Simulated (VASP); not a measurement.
Input of a VASP 6.6.1 run:

Contents of POSCAR:

```
CuCl                                    
1.0
    0.0000000000      2.6497729765      2.6497729765
    2.6497729765      0.0000000000      2.6497729765
    2.6497729765      2.6497729765      0.0000000000
  Cu              Cl            
     1     1
Direct
     0.0000000000000000    0.0000000000000000    0.0000000000000000
     0.2500000000000000    0.2500000000000000    0.2500000000000000
```

The input INCAR.step1:

```
  ALGO = Normal
  EDIFF = 1E-5
  ENCUT = 520
  GGA = PE
  ISIF = 2
  ISMEAR = 0
  KPAR = 4
  LASPH = True
  LCHARG = False
  LMAXMIX = 4
  LREAL = False
  LWAVE = True
  NELM = 80
  PREC = Accurate
  SIGMA = 0.03
```

The input INCAR.step2:

```
  ALGO = Normal
  EDIFF = 1E-6
  ENCUT = 520
  GGA = PE
  HFSCREEN = 0.2
  ISIF = 2
  ISMEAR = 0
  ISTART = 1
  KPAR = 4
  LASPH = True
  LCHARG = False
  LHFCALC = True
  LMAXMIX = 4
  LREAL = False
  LWAVE = False
  NELM = 80
  PREC = Accurate
  PRECFOCK = Fast
  SIGMA = 0.03
```

File KPOINTS:

```
k-points
0
Gamma
  6 6 6
```

File KPOINTS_OPT:

```
explicit points
6
Reciprocal
 0.0000000000  0.0000000000  0.0000000000 1
 0.3750000000  0.3750000000  0.7500000000 1
 0.5000000000  0.5000000000  0.5000000000 1
 0.6250000000  0.2500000000  0.6250000000 1
 0.5000000000  0.2500000000  0.7500000000 1
 0.5000000000  0.0000000000  0.5000000000 1
```

Potentials or basis: VASP PAW PBE potentials, release 64 (Cu, Cl).

Run with:

```bash
$ cat potpaw_PBE.64/Cu/POTCAR potpaw_PBE.64/Cl/POTCAR > POTCAR
$ cp INCAR.step1 INCAR
$ mpirun -np 4 vasp_std > vasp.out
$ cp INCAR.step2 INCAR
$ mpirun -np 4 vasp_std > vasp.out
```

(1) Estimate the band gap on the k mesh.

(2) Predict the band gap along the path.

(3) Estimate the pressure.

Answers

(1) 2.44 eV, direct.

(2) 2.44 eV, direct.

(3) 4.4 GPa.

Caveat: the PAW data sets were made with another functional, which shifts forces and pressure a little.

**Experimental background.**

A printed reference work, data compilation reports, for a bulk crystal of CuCl at 4.2 K: band gap 3.399 eV (direct).

A measured gap of CuCl is 3.399 eV (direct; 4.2 K; a printed reference work, data compilation); the calculated 2.44 eV misses it by -0.96 eV. The value is that of HSE06, without temperature or zero-point motion.
